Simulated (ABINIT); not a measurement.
# PtSe2 (Sudovikovite) (P-3m1) in ABINIT: a series of runs

One crystal, PtSe2 (Sudovikovite), is run at these levels: PBE; tasks: single point, band structure.

Everything below comes from runs of ABINIT 10.8.3 (patched build). Logs are shortened: lines on timing, memory, paths and dates and some standing lists are left out, and cuts for length are marked. The log counts tension as positive stress, the text compression.

## Step 1: Starting point

It takes space group P-3m1 (No. 164, trigonal). The conventional cell has a = 3.724 Å, b = 3.724 Å, c = 5.062 Å, α = 90.00°, β = 90.00°, γ = 120.00°. Around Pt (site symmetry -3m) lie 6 Se at 2.49 Å. Se (site symmetry 3m) has 3 Pt at 2.49 Å as nearest neighbours.

## Step 2: Single point, PBE, 20.27 Å³/atom (shear strain of 0 %)

run.abi

```
# Pseudopotentials
pp_dirpath "./"
pseudos "Pt.GGA_PBE-JTH.xml, Se.GGA_PBE-JTH.xml"

# Structure
acell 3*1.0 Angstrom
rprim
     3.7240000000     0.0000000000     0.0000000000
    -1.8620000000     3.2250786037     0.0000000000
     0.0000000000     0.0000000000     5.0620000000
ntypat 2
znucl 78 34
natom 3
typat 1 2 2
xcart
     0.0000000000     0.0000000000     0.0000000000
     3.5186700444     2.0315050969     7.1743452321
    -0.0000000004     4.0630101945     2.3914484107

# Plane-wave basis
ecut 16.0
pawecutdg 32.0
pawxcdev 0

# k points
kptopt 1
ngkpt 8 8 5
nshiftk 1
shiftk 0.0 0.0 0.0

# Exchange and correlation
ixc 11

# Bands and occupations
nband 15
occopt 3
tsmear 0.00183747

# SCF cycle
nstep 100
tolvrs 1.0e-9

# Output
iomode 3
prtwf 0
prteig 0
prtebands 0
enunit 2
prtden 1
prtvha 1
prtvclmb 1
prtpot 1
```

Potentials or basis: JTH PAW PBE v2.0.

Started as:

```console
$ abinit run.abi > log 2>&1
```

run.abo:

```text
.Version 10.8.3 of ABINIT
 Symmetries : space group P-3 m 1 (#164); Bravais hP (primitive hexag.)
================================================================================
 Values of the parameters that define the memory need of the present run
     intxc =       0    ionmov =       0      iscf =      17    lmnmax =      18
     lnmax =       6     mgfft =      36  mpssoang =       3    mqgrid =    3001
     natom =       3  nloc_mem =       2    nspden =       1   nspinor =       1
    nsppol =       1      nsym =      12    n1xccc =       1    ntypat =       2
    occopt =       3   xclevel =       2
       mpw =        1267          nfft =       26244          nkpt =          40
 PAW method is used; the additional fine FFT grid is defined by:
   mgfftf=        50    nfftf =     64800
================================================================================
================================================================================

--------------------------------------------------------------------------------
------------- Echo of variables that govern the present computation ------------
--------------------------------------------------------------------------------
 -outvars: echo values of preprocessed input variables --------
            acell      1.8897261259E+00  1.8897261259E+00  1.8897261259E+00 Bohr
              amu      1.95080000E+02  7.89600000E+01
             ecut      1.60000000E+01 Hartree
           enunit           2
              ixc          11
         kptrlatt        8    0    0      0    8    0      0    0    5
          kptrlen      4.78289682E+01
            natom           3
            nband          15
            ngfft          27      27      36
          ngfftdg          36      36      50
             nkpt          40
            nstep         100
             nsym          12
           ntypat           2
           occopt           3
        pawecutdg      3.20000000E+01 Hartree
         pawxcdev           0
        prtebands           0
           prteig           0
           prtpot           1
         prtvclmb           1
           prtvha           1
            prtwf           0
            rprim      3.7240000000E+00  0.0000000000E+00  0.0000000000E+00
                      -1.8620000000E+00  3.2250786037E+00  0.0000000000E+00
                       0.0000000000E+00  0.0000000000E+00  5.0620000000E+00
          spgroup         164
           tolvrs      1.00000000E-09
           tsmear      1.83747000E-03 Hartree
            typat      1  2  2
           useylm           1
           xangst      0.0000000000E+00  0.0000000000E+00  0.0000000000E+00
                       1.8620000000E+00  1.0750262012E+00  3.7964999991E+00
                       9.4261207053E-18  2.1500524025E+00  1.2655000009E+00
            xcart      0.0000000000E+00  0.0000000000E+00  0.0000000000E+00
                       3.5186700464E+00  2.0315050985E+00  7.1743452354E+00
                       1.7812786563E-17  4.0630101970E+00  2.3914484140E+00
             xred      0.0000000000E+00  0.0000000000E+00  0.0000000000E+00
                       6.6666666667E-01  3.3333333333E-01  7.4999999983E-01
                       3.3333333333E-01  6.6666666667E-01  2.5000000017E-01
            znucl       78.00000   34.00000

================================================================================

 chkinp: Checking input parameters for consistency.

================================================================================
== DATASET  1 ==================================================================

--- !DatasetInfo
iteration_state: {dtset: 1, }
dimensions: {natom: 3, nkpt: 40, mband: 15, nsppol: 1, nspinor: 1, nspden: 1, mpw: 1267, }
cutoff_energies: {ecut:  16.0, pawecutdg:  32.0, }
electrons: {nelect:   2.20000000E+01, charge:   0.00000000E+00, occopt:   3.00000000E+00, tsmear:   1.83747000E-03, }
meta: {optdriver: 0, ionmov: 0, optcell: 0, iscf: 17, paral_kgb: 0, }
...

 Exchange-correlation functional for the present dataset will be:
  GGA: Perdew-Burke-Ernzerhof functional - ixc=11
  J.P.Perdew, K.Burke, M.Ernzerhof, PRL 77, 3865 (1996)

 Real(R)+Recip(G) space primitive vectors, cartesian coordinates (Bohr,Bohr^-1):
 R(1)=  7.0373401  0.0000000  0.0000000  G(1)=  0.1420991  0.0820410  0.0000000
 R(2)= -3.5186700  6.0945153  0.0000000  G(2)=  0.0000000  0.1640820  0.0000000
 R(3)=  0.0000000  0.0000000  9.5657936  G(3)=  0.0000000  0.0000000  0.1045392
 Unit cell volume ucvol=  4.1026902E+02 bohr^3
 Angles (23,13,12)=  9.00000000E+01  9.00000000E+01  1.20000000E+02 degrees

 Coarse grid specifications (used for wave-functions):

 getcut: wavevector=  0.0000  0.0000  0.0000  ngfft=  27  27  36
         ecut(hartree)=     16.000   => boxcut(ratio)=   2.05384
[... 76 lines left out ...]
- [  0.00000000E+00,  -2.92291368E-04,   0.00000000E+00, ]
- [  0.00000000E+00,   0.00000000E+00,  -2.20208465E-04, ]
pressure_GPa:   7.8926E+00
xred      :
- [  0.0000E+00,   0.0000E+00,   0.0000E+00, Pt]
- [  6.6667E-01,   3.3333E-01,   7.5000E-01, Se]
- [  3.3333E-01,   6.6667E-01,   2.5000E-01, Se]
cartesian_forces: # hartree/bohr
- [ -0.00000000E+00,  -0.00000000E+00,  -0.00000000E+00, ]
- [ -4.78278225E-30,   8.28402186E-30,  -1.34889764E-02, ]
- [  4.78278225E-30,  -8.28402186E-30,   1.34889764E-02, ]
force_length_stats: {min:   0.00000000E+00, max:   1.34889764E-02, mean:   8.99265090E-03, }
...

 Integrated electronic density in atomic spheres:
 ------------------------------------------------
 Atom  Sphere_radius  Integrated_density
    1        2.51622          8.73191968
    2        2.21132          3.91409910
    3        2.21132          3.91409910

================================================================================

 ----iterations are completed or convergence reached----

 Mean square residual over all n,k,spin=   83.937E-11; max=  15.302E-08
 reduced coordinates (array xred) for    3 atoms
       0.000000000000      0.000000000000      0.000000000000
       0.666666666667      0.333333333333      0.749999999829
       0.333333333333      0.666666666667      0.250000000171
 rms dE/dt=  6.0827E-02; max dE/dt=  1.2903E-01; dE/dt below (all hartree)
    1       0.000000000000      0.000000000000      0.000000000000
    2       0.000000000000     -0.000000000000      0.129032764369
    3      -0.000000000000      0.000000000000     -0.129032764369

 cartesian coordinates (angstrom) at end:
    1      0.00000000000000     0.00000000000000     0.00000000000000
    2      1.86200000000000     1.07502620123333     3.79649999913411
    3      0.00000000000000     2.15005240246667     1.26550000086589

 cartesian forces (hartree/bohr) at end:
    1     -0.00000000000000    -0.00000000000000    -0.00000000000000
    2     -0.00000000000000     0.00000000000000    -0.01348897635669
    3      0.00000000000000    -0.00000000000000     0.01348897635669
 frms,max,avg= 6.3587644E-03 1.3488976E-02   0.000E+00  0.000E+00  0.000E+00 h/b

 cartesian forces (eV/Angstrom) at end:
    1     -0.00000000000000    -0.00000000000000    -0.00000000000000
    2     -0.00000000000000     0.00000000000000    -0.69363105287080
    3      0.00000000000000    -0.00000000000000     0.69363105287080
 frms,max,avg= 3.2698081E-01 6.9363105E-01   0.000E+00  0.000E+00  0.000E+00 e/A
 length scales=  1.889726125908  1.889726125908  1.889726125908 bohr
              =  1.000000000000  1.000000000000  1.000000000000 angstroms
 Fermi (or HOMO) energy (hartree) =   0.14146   Average Vxc (hartree)=  -0.39090
 Eigenvalues (hartree) for nkpt=  40  k points:
 kpt#   1, nband= 15, wtk=  0.00313, kpt=  0.0000  0.0000  0.0000 (reduced coord)
  -0.43810   -0.33451   -0.12504   -0.09902   -0.09902   -0.00862   -0.00862    0.04459
   0.10082    0.10082    0.15519    0.19278    0.19278    0.27317    0.29431
      occupation numbers for kpt#   1
   2.00000    2.00000    2.00000    2.00000    2.00000    2.00000    2.00000    2.00000
   2.00000    2.00000    0.00114    0.00000    0.00000    0.00000    0.00000
 prteigrs : prtvol=0 or 1, do not print more k-points.

 Fermi (or HOMO) energy (eV) =   3.84939   Average Vxc (eV)= -10.63680
 Eigenvalues (   eV  ) for nkpt=  40  k points:
 kpt#   1, nband= 15, wtk=  0.00313, kpt=  0.0000  0.0000  0.0000 (reduced coord)
 -11.92118   -9.10244   -3.40255   -2.69452   -2.69452   -0.23451   -0.23451    1.21330
   2.74346    2.74346    4.22280    5.24592    5.24592    7.43327    8.00867
 prteigrs : prtvol=0 or 1, do not print more k-points.

--- !EnergyTerms
iteration_state     : {dtset: 1, }
comment             : Components of total free energy in Hartree
kinetic             :  1.47812857477972E+01
hartree             :  8.14891396946285E+00
xc                  : -1.55712457946330E+01
Ewald energy        : -4.30911327896093E+01
psp_core            :  5.05571455010832E+00
local_psp           : -2.50538120901152E+01
PAW spherical_terms :  9.51409072634704E+00
internal            : -4.62161856806421E+01
'-kT*entropy'       : -2.08249057687300E-04
total_energy        : -4.62163939296998E+01
total_energy_eV     : -1.25761214611747E+03
...

--- !EnergyTermsDC
iteration_state     : {dtset: 1, }
comment             : '"Double-counting" decomposition of free energy'
band_energy         : -1.76185762437352E+00
Ewald energy        : -4.30911327896093E+01
psp_core            :  5.05571455010832E+00
xc_dc               : -1.31316513810737E+01
PAW spherical_terms :  6.71272434886831E+00
internal            : -4.62162028960799E+01
'-kT*entropy'       : -2.08249057687300E-04
total_energy_dc     : -4.62164111451376E+01
total_energy_dc_eV  : -1.25761261457340E+03
...

--- !EnergyTermsWithPAWCore
iteration_state     : {dtset: 1, }
comment             : 'Components of total free energy, including PAW core contributions'
Total energy        : -2.32739614579278E+04
Total energy DC     : -2.32739614751432E+04
Total energy (eV)   : -6.33316754705748E+05
Total energy DC (eV): -6.33316755174204E+05
...

 Cartesian components of stress tensor (hartree/bohr^3)
  sigma(1 1)= -2.92291368E-04  sigma(3 2)=  0.00000000E+00
  sigma(2 2)= -2.92291368E-04  sigma(3 1)=  0.00000000E+00
  sigma(3 3)= -2.20208465E-04  sigma(2 1)=  0.00000000E+00

-Cartesian components of stress tensor (GPa)         [Pressure=  7.8926E+00 GPa]
- sigma(1 1)= -8.59950895E+00  sigma(3 2)=  0.00000000E+00
- sigma(2 2)= -8.59950895E+00  sigma(3 1)=  0.00000000E+00
- sigma(3 3)= -6.47875673E+00  sigma(2 1)=  0.00000000E+00

== END DATASET(S) ==============================================================
================================================================================

 -outvars: echo values of variables after computation  --------
            acell      1.8897261259E+00  1.8897261259E+00  1.8897261259E+00 Bohr
           etotal     -4.6216411145E+01
            fcart     -0.0000000000E+00 -0.0000000000E+00 -0.0000000000E+00
                      -4.7827822509E-30  8.2840218600E-30 -1.3488976357E-02
                       4.7827822509E-30 -8.2840218600E-30  1.3488976357E-02
            rprim      3.7240000000E+00  0.0000000000E+00  0.0000000000E+00
                      -1.8620000000E+00  3.2250786037E+00  0.0000000000E+00
                       0.0000000000E+00  0.0000000000E+00  5.0620000000E+00
           strten     -2.9229136808E-04 -2.9229136813E-04 -2.2020846536E-04
                       0.0000000000E+00  0.0000000000E+00  0.0000000000E+00
           xangst      0.0000000000E+00  0.0000000000E+00  0.0000000000E+00
                       1.8620000000E+00  1.0750262012E+00  3.7964999991E+00
                       9.4261207053E-18  2.1500524025E+00  1.2655000009E+00
             xred      0.0000000000E+00  0.0000000000E+00  0.0000000000E+00
                       6.6666666667E-01  3.3333333333E-01  7.4999999983E-01
                       3.3333333333E-01  6.6666666667E-01  2.5000000017E-01
 Calculation completed.
```

Wall time 38 s (1 thread of Arm Neoverse V1, shared host); peak memory 0.13 GiB.

What came out:

| Property | Result |
| --- | --- |
| Free energy | -1257.6126 eV |
| Pressure | 7.9 GPa |
| Largest force | 0.694 eV/Å |
| Band gap on the k mesh | none (metal or under the smearing width) |

Caveat: the atomic spheres overlap.

## Step 3: Single point, PBE, 20.26 Å³/atom (shear strain of -4 %)

Changes to run.abi since step 2:

```diff
@@ -7,4 +7,4 @@
 rprim
-     3.7240000000     0.0000000000     0.0000000000
-    -1.8620000000     3.2250786037     0.0000000000
+     3.7240000000    -0.0744800000     0.0000000000
+    -1.9265015721     3.2623186037     0.0000000000
      0.0000000000     0.0000000000     5.0620000000
@@ -16,4 +16,7 @@
      0.0000000000     0.0000000000     0.0000000000
-     3.5186700444     2.0315050969     7.1743452321
-    -0.0000000004     4.0630101945     2.3914484107
+     3.4780399425     1.9611316960     7.1743452321
+    -0.0812602043     4.0630101945     2.3914484107
+chkprim 0
+chksymtnons 0
+tolsym 1.0e-6
```

Potentials or basis: JTH PAW PBE v2.0.

Started as:

```console
$ abinit run.abi > log 2>&1
```

Run time: 2.5 min. Hardware: 1 thread of Arm Neoverse V1, shared host; peak memory 0.21 GiB.

The run converged. Its results:

```yaml
Free_energy: -1257.5875 eV
Pressure: 8.1 GPa
Largest_force: 0.755 eV/Å
Band_gap_on_the_k_mesh: none (metal or under the smearing width)
```

Caveat: the atomic spheres overlap.

## Step 4: Band structure, PBE

run.abi

```
# Datasets: ground state, then fixed potential
ndtset 2

# Pseudopotentials
pp_dirpath "./"
pseudos "Pt.upf, Se.upf"

# Structure
acell 3*1.0 Angstrom
rprim
     3.7240000000     0.0000000000     0.0000000000
    -1.8620000000     3.2250786037     0.0000000000
     0.0000000000     0.0000000000     5.0620000000
ntypat 2
znucl 78 34
natom 3
typat 1 2 2
xcart
     0.0000000000     0.0000000000     0.0000000000
     3.5186700444     2.0315050969     7.1743452321
    -0.0000000004     4.0630101945     2.3914484107

# Plane-wave basis
ecut 43.0

# Exchange and correlation
ixc 11

# Bands and occupations
occopt 3
tsmear 0.00183747

# SCF cycle
nstep 100

# Output
iomode 3
prtwf 0
prteig 0
prtebands 0
enunit 1
prtden1 1
prtvha1 1
prtvclmb1 1
prtpot1 1
prtelf1 1

# Dataset 1
kptopt1 1
ngkpt1 6 6 4
nshiftk1 1
shiftk1 0.0 0.0 0.0
nband1 30
tolvrs1 1.0e-10

# Dataset 2: bands along G-M-K-G-A-L-H-A
iscf2 -2
getden2 1
nband2 36
nbdbuf2 4
tolwfr2 1.0e-11
kptopt2 -7
ndivsm2 6
prteig2 1
kptbounds2
     0.0000000000     0.0000000000     0.0000000000
     0.5000000000     0.0000000000     0.0000000000
     0.3333333333     0.3333333333     0.0000000000
     0.0000000000     0.0000000000     0.0000000000
     0.0000000000     0.0000000000     0.5000000000
     0.5000000000     0.0000000000     0.5000000000
     0.3333333333     0.3333333333     0.5000000000
     0.0000000000     0.0000000000     0.5000000000
```

Potentials or basis: PseudoDojo NC SR PBE v0.4.1 standard.

Started as:

```console
$ abinit run.abi > log 2>&1
```

Wall time 9 min (1 thread of Arm Neoverse V1, shared host); peak memory 0.27 GiB.

The run converged. Its results:

- Free energy: -10152.6792 eV
- Pressure: 7.3 GPa
- Largest force: 0.575 eV/Å
- Band gap on the k mesh: none (metal or under the smearing width)
- Valence electrons inside the program's atomic spheres: Pt 14.50; Se 13.21

Forces in eV/Å, atoms in the order of the input:
```
Pt   0.000  0.000  0.000
Se   0.000  0.000 -0.575
Se   0.000  0.000  0.575
```

Stress tensor (GPa, compression positive):
```
7.92 0.00 0.00
0.00 7.92 0.00
0.00 0.00 5.90
```

Levels at the corners of the path, in eV from the Fermi level:
```tsv
point	band 21	band 22	band 23	band 24	band 25	band 26	band 27	band 28	band 29	band 30
Γ	-4.02	-2.58	-1.08	-1.08	0.40	1.45	1.45	3.61	4.20	7.30
M	-3.73	-3.56	-3.50	-3.42	-2.98	0.67	2.35	4.79	5.84	7.12
K	-4.76	-3.78	-2.70	-1.84	-1.84	0.02	0.02	4.06	7.62	8.78
Γ	-4.02	-2.58	-1.08	-1.08	0.40	1.45	1.45	3.61	4.20	7.30
A	-4.05	-2.96	-1.72	-1.52	-1.52	2.30	2.30	4.80	6.33	6.78
L	-3.54	-3.52	-3.23	-2.86	-1.39	0.99	1.52	4.56	4.79	7.19
H	-4.52	-4.19	-3.67	-2.51	-2.51	2.00	2.00	6.53	7.29	7.29
A	-4.05	-2.96	-1.72	-1.52	-1.52	2.30	2.30	4.80	6.33	6.78
```

Caveat: spin-orbit coupling is left out, which moves the levels of the heavy elements.
